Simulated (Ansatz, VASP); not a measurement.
BaZrO3: VASP beside Ansatz

INCAR

```
SYSTEM = BaZrO3
ALGO = Normal ; EDIFF = 1E-7
ENCUT = 520 ; GGA = RE
ISIF = 2 ; ISMEAR = -1
LASPH = .TRUE. ; LCHARG = .TRUE.
LELF = .TRUE. ; LREAL = .FALSE.
LVHAR = .TRUE. ; LWAVE = .FALSE.
NBANDS = 28 ; NELM = 60
PREC = Accurate ; SIGMA = 0.05
```

Contents of KPOINTS:

```
k-points
0
G
  6 6 6
  0 0 0
```

The input POSCAR:

```
BaZrO3
1.0
    4.1913400000      0.0000000000      0.0000000000
    0.0000000000      4.1913400000      0.0000000000
    0.0000000000      0.0000000000      4.1913400000
Ba Zr O
1 1 3
Direct
    0.0000000000      0.0000000000      0.0000000000
    0.5000000000      0.5000000000      0.5000000000
    0.5000000000      0.5000000000      0.0000000000
    0.5000000000      0.0000000000      0.5000000000
    0.0000000000      0.5000000000      0.5000000000
```

Contents of input.yaml:

```yaml
crystal:
  lattice:
    - [4.19134, 0.0, 0.0]
    - [0.0, 4.19134, 0.0]
    - [0.0, 0.0, 4.19134]
  atoms:
    - { symbol: Ba, position: [0.0, 0.0, 0.0] }
    - { symbol: Zr, position: [0.5, 0.5, 0.5] }
    - { symbol: O, position: [0.5, 0.5, 0.0] }
    - { symbol: O, position: [0.5, 0.0, 0.5] }
    - { symbol: O, position: [0.0, 0.5, 0.5] }
hamiltonian:
  xc: revpbe
  pseudopotentials: { kind: paw }
kpoints:
  mp_grid: { grid: [6, 6, 6] }
  band_path:
    path:
      - [[0.0, 0.0, 0.0], [0.0, 0.5, 0.0], [0.5, 0.5, 0.0], [0.0, 0.0, 0.0], [0.5, 0.5, 0.5], [0.0, 0.5, 0.0]]
      - [[0.5, 0.5, 0.0], [0.5, 0.5, 0.5]]
    npoints: 14
scf:
  occupations: { method: fermi_dirac, width: 0.05 }
  n_extra_bands: 12
output:
  forces: true
  stress: true
  eigenvalues: true
  fatbands: true
  write_density: true
  write_potential: true
  elf: true
  volumetric_format: npy
```

Alike in both runs: functional revPBE; k mesh 6 × 6 × 6; occupations fermi-dirac, width 0.05 eV; no spin polarisation.

|  | VASP | Ansatz |
| --- | --- | --- |
| version | VASP 6.6.1 | Ansatz 0.2.0 |
| potentials or method | VASP PAW PBE potentials, release 64 (Ba_sv, Zr_sv, O) | Ansatz PAW |
| plane-wave cutoff (eV) | 520 | 420 |
| valence electrons in the cell | 40 | 40 |
| task | single point | band structure |

Ansatz gave:

```
gap on the k mesh at the Fermi level (eV) : 3.27
least direct gap on the mesh (eV)         : 3.47
pressure (GPa)                            : 6.7
```

Question: What did VASP give for the same quantities?

Answer: gap on the k mesh at the Fermi level (eV): 3.22; least direct gap on the mesh (eV): 3.45; pressure (GPa): 7.7.

Caveats: spin-orbit coupling is left out, which moves the levels of the heavy elements; the PAW data sets were made with another functional, which shifts forces and pressure a little (VASP); the pressure holds a Pulay correction of +0.5 GPa for the finite cutoff (Ansatz); the PAW data sets come from PBE, with cores solved anew for the run's functional, which leaves a small shift of forces and pressure (Ansatz). A k mesh can miss the band edges.
